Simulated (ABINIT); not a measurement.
**NiO: single point with PBE**

Crystal: NiO.

```
CELL_PARAMETERS angstrom
0.00000 2.08590 2.08590
2.08590 0.00000 2.08590
2.08590 2.08590 0.00000
ATOMIC_POSITIONS crystal
Ni 0.00000 0.00000 0.00000
O 0.50000 0.50000 0.50000
```

```yaml
Program: ABINIT 10.8.3 (patched build)
Task: single point
Functional: PBE
Potentials_or_basis: JTH PAW PBE v2.0
Cutoff: 1116 eV
k_mesh: 6 × 6 × 6
Occupations: fermi-dirac, width 0.05 eV
Spin: no spin polarisation
```

```json
{
 "Pressure": "-2.1 GPa",
 "Band gap on the k mesh": "none (metal or under the smearing width)",
 "Valence electrons inside the program's atomic spheres": "Ni 15.79; O 4.53"
}
```

Levels at points of the mesh, in eV from the Fermi level:
```tsv
k point	band 8	band 9	band 10	band 11	band 12	band 13	band 14	band 15	band 16
(0.00, 0.00, 0.00)	-3.12	-1.81	-1.81	-1.81	-1.48	-1.48	1.65	17.83	19.06
(0.50, 0.00, 0.00)	-5.42	-0.97	-0.97	-0.61	1.35	1.35	5.69	10.10	14.24
(0.50, 0.50, 0.00)	-4.39	-2.80	-1.08	-0.71	-0.71	-0.55	6.43	10.59	12.49
```

It took 11 s on 1 thread of Intel(R) Xeon(R) 6975P-C (Granite Rapids), on a shared host, peak memory 0.11 GiB.

Caveat: the k mesh is coarse (spacing up to 0.43 Å⁻¹), so the values aren't converged; the run has no spin polarisation, though such a crystal can be magnetic; semilocal functionals often make such compounds metallic where correlation or magnetic order opens a gap, which also shifts bond lengths. With open d or f shells a metallic result of PBE can be an artefact of self-interaction; +U or a hybrid may open a gap.
